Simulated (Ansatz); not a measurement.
## CdTe: the change of energy less free atoms and pressure with volume per atom

Results calculated with Ansatz 0.2.0, not measured. Periodic Kohn-Sham DFT of a crystal at fixed atoms; pressure and stress are positive in compression; the energy is the free energy less that of spherical unpolarised free atoms; site moments are those in the method's own spheres, positive along +z.

Cell of the first row (space group F-43m, No. 216):
```
CELL_PARAMETERS angstrom
0.00000 3.21570 3.21570
3.21570 0.00000 3.21570
3.21570 3.21570 0.00000
ATOMIC_POSITIONS crystal
Cd 0.00000 0.00000 0.00000
Te 0.75000 0.75000 0.75000
```

Settings of every row: method all-electron LAPW; functional PBEsol; relativity scalar; k mesh 7x7x7; filling fermi-dirac; smearing width 0.01 eV; basis error target 0.5 meV/atom; nucleus gaussian.

Atom start moment: 0 on all atoms.

Limits: no spin-orbit coupling on heavy atoms.

Limits of some rows: small gap, it may come from the mesh (row 5).

```csv
row,volume per atom (Å³),energy less free atoms (eV/atom),pressure (GPa)
1,33.252,-2.7347,1.202
2,34.649,-2.7372,-0.557
3,35.356,?,?
4,36.063,-2.7258,-1.96
5,37.477,-2.7035,-3.062
```

Question: what energy less free atoms and pressure should row 3 give?

Worked fit of energy less free atoms. Take u = (V_r/V)^(2/3) − 1 with V_r = 35.356 Å³ an atom, which is twice the finite (Eulerian) strain; such expansions in the strain, on which the Birch-Murnaghan equation of state is built, carry the rest volume and the bulk modulus. The shown rows have u = 0.04175, 0.01356, -0.01311, -0.03809. Least squares give energy less free atoms = −2.73305 − 0.4252 × u + 9.223 × u² eV/atom; a straight line predicts inner rows, each left out in turn, worse (root mean square 0.0093 against 0.00019 eV/atom). The rows lie off it by 0.0000, -0.0001, 0.0001, 0.0000. Its lowest point lies at u = 0.0231, or V = 34.17 Å³ an atom, and the curvature there gives the bulk modulus at fixed shape and fractions, B = (4/9)(1 + u)² E″(u)/V = 40.2 GPa. The withheld row has u = 0, so the fit gives −2.73305 − 0.4252 × (0) + 9.223 × (0)² = -2.7330 eV/atom.

The calculation gave -2.7331 eV/atom. The fit lies 0.0001 eV/atom (0.3 % of the column's range) above it, one unit of the last digit.

Worked fit of pressure. Take u = (V_r/V)^(2/3) − 1 with V_r = 35.356 Å³ an atom, which is twice the finite (Eulerian) strain; such expansions in the strain, on which the Birch-Murnaghan equation of state is built, carry the rest volume and the bulk modulus. The shown rows have u = 0.04175, 0.01356, -0.01311, -0.03809. Least squares give pressure = −1.301 + 52.752 × u + 171.95 × u² GPa; a straight line predicts inner rows, each left out in turn, worse (root mean square 0.17 against 0.0067 GPa). The rows lie off it by 0.001, -0.003, 0.003, -0.001. The pressure vanishes at u = 0.0229, or V = 34.17 Å³ an atom, and there the bulk modulus at fixed shape and fractions is B = −V dP/dV = (2/3)(1 + u) dP/du = 41.4 GPa. The withheld row has u = 0, so the fit gives −1.301 + 52.752 × (0) + 171.95 × (0)² = -1.301 GPa.

The calculation gave -1.301 GPa. The fit meets it to the printed digit.
